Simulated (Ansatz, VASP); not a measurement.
# RbBr in VASP and in Ansatz

```
Rb Br
1.0
     0.00000    3.42222    3.42222
     3.42222    0.00000    3.42222
     3.42222    3.42222    0.00000
Rb Br
1 1
Direct
  0.00000 0.00000 0.00000
  0.50000 0.50000 0.50000
```

Alike in both runs: functional PBEsol; k mesh 6 × 6 × 6; no spin polarisation.

Ansatz relaxed the structure, and its values are those at the end. VASP's run is a single point on that final structure, the one shown.

|  | VASP | Ansatz |
| --- | --- | --- |
| version | VASP 6.6.1 | Ansatz 0.2.0 |
| potentials or method | VASP PAW PBE potentials, release 64 (Rb_sv, Br) | scalar-relativistic, plane waves, PAW |
| plane-wave cutoff (eV) | 520 | 420 |
| occupations | gaussian, width 0.01 eV | fixed |
| valence electrons in the cell | 16 | 16 |

|  | VASP | Ansatz | Ansatz less VASP |
| --- | --- | --- | --- |
| gap on the k mesh at the Fermi level (eV) | 4.22 | 4.22 | +0.003 |
| least direct gap on the mesh (eV) | 4.22 | 4.22 | +0.003 |
| pressure (GPa) | 0.0 | 0.0 | -0.03 |

Caveats: the PAW data sets were made with another functional, which shifts forces and pressure a little (VASP).
